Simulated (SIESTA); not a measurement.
BN in SIESTA: the effect of strain zz

BN:

```
N B
1.0
     0.00000    1.81300    1.74048
     1.81300    0.00000    1.74048
     1.81300    1.81300    0.00000
N B
1 1
Direct
  0.25000 0.25000 0.25000
  0.00000 0.00000 0.00000
```

The cell is a database's computed one.

The cell isn't the ideal one: cell strained along z.

Alike in all runs:

| Item | Value |
| --- | --- |
| Program | SIESTA 5.4.2 |
| Task | single point |
| Functional | PBE |
| Potentials or basis | PseudoDojo 0.4 standard (PBE files) |
| Basis | DZP (energy shift 0.003 Ry) |
| Grid cutoff | 800 Ry |
| Energy shift | 0.003 Ry |
| k mesh | 13 × 13 × 13 |
| Occupations | fermi-dirac, width 0.05 eV |
| Spin | no spin polarisation |

```tsv
strain zz	gap on the mesh (eV)	pressure (GPa)
-0.04	3.97	19.3
-0.02	4.31	10.6
-0.01	4.47	6.5
0	4.64	2.6
0.01	4.53	-1.2
0.02	4.43	-5.0
0.04	?	?
```

Task: What does the run with strain zz 0.04 give?

Result: gap on the mesh 4.24 eV; pressure -11.6 GPa.

Worked out: A parabola through the other rows of the gap on the mesh, of slope -24 eV per unit of strain zz there, extrapolates to 4.11 eV, against the run's 4.24. The fit is too stiff a form for this range. A parabola through the other rows of the pressure, of slope -334 GPa per unit of strain zz there, extrapolates to -11.9 GPa, against the run's -11.6.

Caveats: an odd mesh through Γ misses points on the zone boundary, where band edges often lie; the basis of atomic orbitals isn't converged, which shifts pressures, moduli and gaps.
